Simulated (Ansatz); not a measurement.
Crystal: Ag.

```
CELL_PARAMETERS angstrom
0.00000 2.04275 2.04275
2.04275 0.00000 2.04275
2.04275 2.04275 0.00000
ATOMIC_POSITIONS crystal
Ag 0.00000 0.00000 0.00000
```

* Program: Ansatz 0.2.0
* Task: single point
* Functional: PBE
* Potentials or basis: all-electron LAPW, scalar-relativistic
* Cutoff: 240 eV (chosen from the basis error)
* Basis error allowed: 0.001 eV/atom
* k mesh: 11 × 11 × 11
* Occupations: fermi-dirac, width 0.05 eV
* Spin: no spin polarisation

On this cell: pressure 4.4 GPa; band gap on the k mesh none (metal or under the smearing width).

The same run follows on a disturbed copy (cell strained at random at fixed volume):

```
CELL_PARAMETERS angstrom
-0.00622 2.03863 2.06720
2.01497 0.04695 2.01403
2.08560 2.05608 -0.02368
ATOMIC_POSITIONS crystal
Ag 0.00221 0.02855 0.98957
```

Q: What does the disturbed cell give?

A: The energy (extrapolated to zero smearing) moves by +6.5 meV/atom; pressure 4.8 GPa; band gap on the k mesh none (metal or under the smearing width).

Stress tensor (GPa, compression positive):
```
 5.02 -1.84  1.51
-1.84  4.77 -0.88
 1.51 -0.88  4.68
```
